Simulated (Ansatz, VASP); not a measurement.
Cs in VASP and in Ansatz

Contents of INCAR:

```
  PREC = Accurate
  ENCUT = 600
  EDIFF = 1E-7
  ISMEAR = -1
  SIGMA = 0.05
  LREAL = F
  LASPH = T
  NELM = 100
  ALGO = Normal
  ISIF = 3
  LWAVE = F
  LCHARG = F
  GGA = PS
  IBRION = 2
  NSW = 60
  EDIFFG = -0.005
```

The input KPOINTS:

```
Automatic mesh
0
Gamma
  9 9 9
```

The input POSCAR:

```
Cs
1.0
   -3.0224975320      3.0224975320      3.0224975320
    3.0224975320     -3.0224975320      3.0224975320
    3.0224975320      3.0224975320     -3.0224975320
Cs
1
Direct
    0.0000000000      0.0000000000      0.0000000000
```

Input for Ansatz:

```yaml
crystal:
  lattice:
    - [-3.022497532, 3.022497532, 3.022497532]
    - [3.022497532, -3.022497532, 3.022497532]
    - [3.022497532, 3.022497532, -3.022497532]
  atoms:
    - { symbol: Cs, position: [0.0, 0.0, 0.0] }
kpoints:
  mp_grid: { grid: [9, 9, 9] }
scf:
  occupations: { method: fermi_dirac, width: 0.05 }
hamiltonian:
  xc: pbesol
  pseudopotentials: { kind: paw }
output:
  forces: true
  stress: true
relax:
  f_tol: 0.005
  max_steps: 40
  cell: {}
```

Alike in both runs: task relaxation of cell and atoms; functional PBEsol; k mesh 9 × 9 × 9; occupations fermi-dirac, width 0.05 eV; no spin polarisation.

|  | VASP | Ansatz |
| --- | --- | --- |
| version | VASP 6.6.1 | Ansatz 0.2.0 |
| potentials or method | VASP PAW PBE potentials, release 64 (Cs_sv) | PAW with Ansatz's default frozen-core files, scalar-relativistic |
| plane-wave cutoff (eV) | 600 | 420 |
| valence electrons in the cell | 9 | 9 |

|  | VASP | Ansatz | Ansatz less VASP |
| --- | --- | --- | --- |
| relaxed volume (Å³/atom) | 108.28 | 110.45 | +2.164 |
| relaxed cell length with the largest relative difference (Å) | 5.201 | 5.235 | +0.0344 |

Caveats: the PAW data sets were made with another functional, which shifts forces and pressure a little (VASP). Spin-orbit coupling is left out, which matters for the levels of Cs.
